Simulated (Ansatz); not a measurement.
Consider the substitution at a C–C bond: acetone + `O[SiH2]F` → `CC(=O)O[SiH2]F` + CH₄.

Gas-phase electronic energies from Ansatz, PBE0-D4/def2-TZVP geometries. CBS: MP2 limit from def2 TZ/QZ plus the TZ coupled-cluster correction, frozen cores. This one scheme is used for every species. Functionals use def2-TZVPP. B3LYP here is the variant with VWN-RPA as its local correlation; programs differ in this. HSE06 is defined as in plane-wave codes. Each species was taken in one conformer, which may not be the lowest.

Q: Is it downhill or uphill in electronic energy at CCSD(T)/CBS, and by how much? (Best estimate.)

A: The calculation gave: Downhill: ΔE = -35.5 kJ/mol.

Q: What do these levels give: BLYP-D4, B97M-V, PBE0-D4, B3LYP-D4, r2SCAN0-D4, HSE06-D4, BHLYP-D4, PBE, PBE0, r2SCAN0, HF/def2-SVP, MP2/def2-QZVPP? (An estimate is asked.)

A: The calculation gave: BLYP-D4 -42.9, B97M-V -45.7, PBE0-D4 -42.1, B3LYP-D4 -42.0, r2SCAN0-D4 -45.0, HSE06-D4 -42.0, BHLYP-D4 -42.1, PBE -41.4, PBE0 -40.0, r2SCAN0 -44.1, HF/def2-SVP -53.9, MP2/def2-QZVPP -36.2 kJ/mol.

Largest T1 diagnostic among the species: 0.014.

The D4 term adds −3.5 kJ/mol with B3LYP and −2.1 kJ/mol with PBE0; it sums over pairs of atoms, weighted by their polarisabilities, and B3LYP, whose exchange is more repulsive, gets the larger term. At CCSD(T), def2-SVP lies −18.5 kJ/mol from the extrapolated value and def2-TZVPP −3.8 kJ/mol.
